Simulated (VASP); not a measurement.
# MgO: restarted molecular dynamics, 2 variants

MgO, P6_3mc (no. 186), 8 atoms in the cell. PBE, molecular dynamics; PAW potentials Mg, O (PBE set).

| Restart from | Temperature at the end (K) | The same without a restart (K) | Potential energy at the end (eV/atom) | The same without a restart (eV/atom) | Electronic steps in the first step after the restart | Time (s) |
|---|---|---|---|---|---|---|
| CONTCAR with velocities, WAVECAR read | 917.0 | 917.0 | -5.81233 | -5.81233 | 4 | 175 |
| CONTCAR with velocities, no WAVECAR | 917.0 | 917.0 | -5.81233 | -5.81233 | 14 | 174 |

Limits: 60 fs of 8 atoms are too short for converged averages; the cell is only 3.3 Å across, so each atom moves in step with near copies of itself.

## Input of the first row

INCAR.step1:
```
GGA = PE ; PREC = Normal
ENCUT = 400 ; EDIFF = 1E-6
NELMIN = 4 ; NELM = 60
ALGO = Normal ; LREAL = Auto
LASPH = True ; ISMEAR = 0
SIGMA = 0.05 ; ISYM = 0
LWAVE = True ; LCHARG = False
IBRION = 0 ; NSW = 30
POTIM = 1.0 ; TEBEG = 1600
ISIF = 2 ; RANDOM_SEED = 566716 0 0
MDALGO = 2 ; SMASS = -3
KPAR = 2
```

INCAR.step2, as INCAR.step1 but for:
```
- LWAVE = True
+ LWAVE = False
```

KPOINTS:
```
k-points
0
Gamma
  3 2 2
```

POSCAR.step1:
```
MgO
1.0
    3.3077869865      0.0000000000      0.0000000000
    0.0000000000      5.7292551212      0.0000000000
    0.0000000000      0.0000000000      4.9828816700
Mg O
4 4
Direct
    0.5000000001      0.1666666666      0.5021597400
    0.0000000001      0.6666666666      0.5021597400
    0.0000000000      0.3333333333      0.0021597400
    0.5000000000      0.8333333333      0.0021597400
    0.5000000001      0.1666666666      0.9024402600
    0.0000000001      0.6666666666      0.9024402600
    0.0000000000      0.3333333333      0.4024402600
    0.5000000000      0.8333333333      0.4024402600
```

Commands (each step's output is kept before the next begins):
```
cat potpaw_PBE.64/Mg/POTCAR potpaw_PBE.64/O/POTCAR > POTCAR
cp INCAR.step1 INCAR
cp POSCAR.step1 POSCAR
mpirun -np 2 vasp_std > vasp.out
cp CONTCAR POSCAR
cp INCAR.step2 INCAR
mpirun -np 2 vasp_std > vasp.out
```

Changes of the last row against the first:
```
(step 1)
- LWAVE = True
+ LWAVE = False
```

VASP 6.6.1 took 175 s on 2 cores (Intel Xeon Platinum 8259CL @ 2.50GHz (Skylake/Cascade Lake)), a shared host.
